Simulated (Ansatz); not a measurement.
# Convergence notes, G0W0 on MgI₂ (3R-MoS2 type)

MgI₂ (3R-MoS2 type), relaxed with r2SCAN+rVV10; one-shot G0W0 in Ansatz without spin-orbit coupling. Values at 0 K without nuclear motion; spin polarisation is off, and the phase may be a hypothetical one.

Space group R3m:H (No. 160). a = 4.055 Å, b = 4.055 Å, c = 21.766 Å, α = 90.00°, β = 90.00°, γ = 120.00°
```csv
atom,site,symmetry,x,y,z
Mg,3a,3m,0.6667,0.3333,0.3333
I,3a,3m,0.3333,0.6667,0.0846
I,3a,3m,0.0000,0.0000,0.2488
```

Gaps are read over the mesh points alone. G0W0 values are finite-basis, finite-mesh values.

| start | potentials | frequency model | mesh | empty bands | screening cutoff (eV) | Kohn-Sham gap (eV) | G0W0 gap (eV) | rough cost |
| --- | --- | --- | --- | --- | --- | --- | --- | --- |
| PBE | PAW | contour deformation | 4×4×4 | 167 | 80 | 2.76 | 4.10 | 6 core-minutes |
| PBE | PAW | contour deformation | 4×4×4 | 388 | 140 | 2.76 | 4.25 | 28 core-minutes |
| HSE06 | PAW | contour deformation | 4×4×4 | 388 | 140 | 3.62 | 4.67 | 40 core-minutes |

G0W0 moves the gap on the mesh from 2.76 eV (PBE) to 4.25 eV (T to Γ). Renormalisation factors Z lie between 0.77 and 0.81.

Raising bands and cutoff together moves the gap by +0.15 eV (80 to 140 eV); the last step is still large, so the basis limit isn't reached. Starting from HSE06 (3.62 eV against PBE's 2.76 eV) gives 4.67 eV, +0.42 eV from G0W0@PBE at the same screening cutoff.
